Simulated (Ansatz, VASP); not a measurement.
# Ga3Se: VASP beside Ansatz

The input INCAR:

```
PREC     = Accurate       # precision mode
ENCUT    = 520            # plane-wave cutoff, eV
EDIFF    = 1E-6           # SCF threshold, eV
ISMEAR   = 0              # smearing method
SIGMA    = 0.1            # smearing width, eV
LREAL    = False          # projectors in reciprocal space
LASPH    = True           # aspherical terms in the spheres
NELM     = 60             # most SCF steps
ALGO     = Normal         # electronic algorithm
ISIF     = 2              # what is computed and relaxed
LWAVE    = False          # write WAVECAR
LCHARG   = True           # write CHGCAR
GGA      = PE             # functional
LELF     = True           # ELF
LVHAR    = True         
NBANDS   = 30             # bands
```

Contents of KPOINTS:

```
Automatic mesh
0
Gamma
  10 10 10
```

File POSCAR:

```
Ga3Se
1.0
    4.5992586580      0.0000000000      0.0000000000
    0.0000000000      4.5992586580      0.0000000000
    0.0000000000      0.0000000000      4.5992586580
Ga Se
3 1
Direct
    0.0000000000      0.5000000000      0.5000000000
    0.5000000000      0.0000000000      0.5000000000
    0.5000000000      0.5000000000      0.0000000000
    0.0000000000      0.0000000000      0.0000000000
```

Input for Ansatz:

```yaml
crystal:
  lattice:
    - [4.599258658, 0.0, 0.0]
    - [0.0, 4.599258658, 0.0]
    - [0.0, 0.0, 4.599258658]
  atoms:
    - { symbol: Ga, position: [0.0, 0.5, 0.5] }
    - { symbol: Ga, position: [0.5, 0.0, 0.5] }
    - { symbol: Ga, position: [0.5, 0.5, 0.0] }
    - { symbol: Se, position: [0.0, 0.0, 0.0] }
basis:
  ecutwfc: 420
kpoints:
  mp_grid: { grid: [10, 10, 10] }
hamiltonian:
  xc: pbe
scf:
  occupations: { method: gaussian, width: 0.1 }
output:
  forces: true
  stress: true
  eigenvalues: true
```

Alike in both runs: task single point; functional PBE; k mesh 10 × 10 × 10; occupations gaussian, width 0.1 eV; no spin polarisation.

|  | VASP | Ansatz |
| --- | --- | --- |
| version | VASP 6.6.1 | Ansatz 0.2.0 |
| potentials or method | VASP PAW PBE potentials, release 64 (Ga_d, Se) | scalar-relativistic, plane waves, PAW |
| plane-wave cutoff (eV) | 520 | 420 |
| valence electrons in the cell | 45 | 55 |

```tsv
	VASP	Ansatz	Ansatz less VASP
gap on the k mesh at the Fermi level (eV)	none	none	-
pressure (GPa)	-3.7	-3.7	-0.02
```

A gap of «none» marks a metal or a gap that the smearing closes. The two sets of potentials don't hold the same shells in valence.
